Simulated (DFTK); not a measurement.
Input of a DFTK 0.8.2 run:

The input run.jl:

```julia
using DFTK
using PseudoPotentialData
using Unitful, UnitfulAtomic
using LinearAlgebra, Printf
include("save.jl")
disable_threading()

# lattice vectors are the columns
lattice = austrip(1u"Å") * [           0.0   2.0970013927   2.0970013927;
             2.0970013927            0.0   2.0970013927;
             2.0970013927   2.0970013927            0.0]
symbols   = [:Mg, :O]
positions = [[0.0, 0.0, 0.0],
             [0.5, 0.5, 0.5]]
pseudopotentials = PseudoFamily("dojo.nc.sr.pbe.v0_4_1.standard.upf")
elements = Dict(s => ElementPsp(s, pseudopotentials) for s in unique(symbols))
atoms    = [elements[s] for s in symbols]

build_model(lattice, positions; symmetries=true) =
    model_DFT(lattice, atoms, positions;
              functionals=PBE(),
              temperature=austrip(0.05u"eV"),
              smearing=Smearing.FermiDirac(),
              symmetries)
Ecut  = 42.0  # hartree
kgrid = [11, 11, 11]
tol   = 1e-6
to_GPa = ustrip(uconvert(u"GPa", 1u"hartree/bohr^3"))

model = build_model(lattice, positions)
basis = PlaneWaveBasis(model; Ecut, kgrid)
display(basis)
scfres = self_consistent_field(basis;
                               tol,
                               nbandsalg=AdaptiveBands(model; n_bands_converge=13))
display(scfres.energies)
@printf "Fermi level: %.6f eV\n" ustrip(auconvert(u"eV", something(scfres.εF, NaN)))
forces = compute_forces_cart(scfres)
println("Forces (eV/Å)")
for (s, f) in zip(symbols, forces)
    @printf "%-3s %12.6f %12.6f %12.6f\n" s ustrip.(auconvert.(u"eV/Å", f))...
end
stress = compute_stresses_cart(scfres)
println("Stress (GPa)")
display(round.(stress * to_GPa; digits=4))
println("Levels at the first k-point (eV): ", round.(ustrip.(auconvert.(u"eV", scfres.eigenvalues[1][1:scfres.n_bands_converge])); digits=4))
save_scf!(scfres; forces, stress)
```

Potentials or basis: dojo.nc.sr.pbe.v0_4_1.standard.upf (PBE).

Command:

```console
$ julia --threads=1 run.jl  # save.jl only writes the numbers to a file and isn't shown; printed stress counts tension as positive; times include loading and compiling
```

Predict the pressure.

6.7 GPa.

Predict the band gap on the k mesh.

4.89 eV, direct.

**The experiment to reproduce.**

“Electronic structure of alkaline earth and post-transition metal oxides”, 2009, arxiv:0908.1581 quotes, for a bulk crystal of MgO: band gap 7.83 eV.

Against the measured gap of MgO, 7.83 eV (quoted in “Electronic structure of alkaline earth and post-transition metal oxides”, 2009, arxiv:0908.1581), the calculated 4.89 eV is off by -2.94 eV. The value is that of PBE, without temperature or zero-point motion. Semilocal functionals fall short of measured gaps as a rule. The cell is a database's relaxed one, not the measured one, which moves gaps too.
